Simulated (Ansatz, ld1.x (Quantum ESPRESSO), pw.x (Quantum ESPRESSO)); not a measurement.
**Equation-of-state test of one TM potential (thallium (Tl))**

```json
{
  "Element": "Tl (Z = 81)",
  "Generator": "ld1.x (Quantum ESPRESSO) 7.5",
  "Type": "norm-conserving Troullier–Martins (Kleinman–Bylander form)",
  "Functional": "LDA (PW92)",
  "Relativity": "scalar-relativistic",
  "Frozen core": "[Xe] 4f14 5d10",
  "Valence charge": "3",
  "Reference configuration": "6s2 6p1",
  "Partial waves": "6s (bound): rc 2.10 bohr; 6p (bound): rc 2.85 bohr; 6d channel at 0.05 Ry: rc 2.20 bohr",
  "Local potential": "the d channel",
  "Core correction": "none"
}
```

Atomic tests: cutoffs needed: 25 Ry and 40 Ry (the cutoffs (Ry, on a coarse ladder) from which the occupation-weighted sum of valence levels, in a spherical-Bessel basis at the reference potential, stays within 10 and 1 mRy of its value at 400 Ry); ghost test: ghost states, extra bound levels that the all-electron valence spectrum of the same l lacks: s at -874.7 eV, p at -456.0 eV; a true bound ghost makes a file unfit for plane-wave use (spherical-Bessel basis up to 400 Ry, 20 bohr box); largest excitation error: +135 meV (all-electron minus pseudo) for 6s0 6p3, out of 7 test configurations.

Crystal test: fcc Tl in pw.x 7.5, no spin, 12³ k-points, Fermi–Dirac smearing 0.01 Ry, cutoffs 50/200 Ry. The reference is all-electron LAPW (Ansatz 0.2.0) with the same functional, mesh and smearing; V0 and B0 come from Birch–Murnaghan fits to the pressures at five volumes. Errors are pseudo minus all-electron; Δ is the rms difference of the E(V) curves that follow from these fits, minima aligned, over ±6 % about the mean V0. Mesh and smearing are coarse, so the numbers serve the comparison and aren't converged zero-temperature values; the lattice is a test structure that the element need not adopt.

| V (Å³/atom) | P all-electron (GPa) | P pseudo (GPa) |
| --- | --- | --- |
| 25.882 | 2.35 | -2721.40 |
| 26.563 | 1.01 | -2652.79 |
| 27.244 | -0.14 | -2584.45 |
| 27.925 | -1.11 | -2522.48 |
| 28.606 | -1.94 | -2460.52 |

All-electron: a0 = 4.771 Å (V0 = 27.16 Å³/atom), B0 = 43.0 GPa.

Pseudopotential: converged, but broken (pressure over 100 GPa off). The pressure does not cross zero within the volumes sampled, so no fit is given. The pseudo pressure rises with volume over the whole range, a mechanical instability. Note: ghost states, extra bound levels that the all-electron valence spectrum of the same l lacks: s at -874.7 eV, p at -456.0 eV. A true bound ghost makes a file unfit for plane-wave use. A pressure error of this size marks a broken potential; the numbers have no physical meaning.

**Question.** At the middle volume, how do free energy and pressure move when the wave cutoff is lowered (ecutrho kept at four times it)?

**Answer.**

```json
{"cutoff (Ry)": "22", "shift of F (meV/atom)": "+943692.9", "shift of P (GPa)": "-2927.08"}
{"cutoff (Ry)": "30", "shift of F (meV/atom)": "+520697.5", "shift of P (GPa)": "-2349.48"}
{"cutoff (Ry)": "40", "shift of F (meV/atom)": "+189459.1", "shift of P (GPa)": "-1384.53"}
```

The 8 pw.x runs together took about 62 s on one core of a shared server CPU.
